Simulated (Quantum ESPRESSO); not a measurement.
The system is CeO2.

```xyz
3
Lattice="0.0000 2.7037 2.7037 2.7037 0.0000 2.7037 2.7037 2.7037 0.0000" Properties=species:S:1:pos:R:3 pbc="T T T"
Ce    0.0000    0.0000    0.0000
O     4.0555    4.0555    4.0555
O     1.3518    1.3518    1.3518
```

Base run:

* Program: Quantum ESPRESSO 7.5
* Functional: PBE
* Potentials or basis: SSSP 1.3 efficiency PBE
* Cutoff: 748 eV
* Density cutoff: 5987 eV
* k mesh: 9 × 9 × 9
* Occupations: fermi-dirac, width 0.05 eV
* Spin: collinear spin, ferromagnetic start
* Starting moments: [1.0, 0.0, 0.0] μB
* Hubbard terms: Ce f U = 2 eV

Its results: band gap on the k mesh 2.07 eV, indirect (least direct gap 2.16 eV); pressure 8.1 GPa; net moment 0.00 μB per cell.

Question: After a change of settings the same cell gave: band gap on the k mesh 1.74 eV, indirect (least direct gap 1.94 eV); pressure 13.7 GPa; net moment 0.00 μB per cell. Which change was it?
A. hubbard terms from Ce f U = 2 eV to Ce f U = 8 eV
B. hubbard terms from Ce f U = 2 eV to none; hubbard projectors from atomic to ortho-atomic
C. hubbard terms from Ce f U = 2 eV to Ce f U = 1 eV

Answer: A.

Caveats: the magnetic or orbital state may not be the lowest; spin-orbit coupling is left out, which moves the levels of the heavy elements; an odd mesh through Γ misses points on the zone boundary, where band edges often lie.
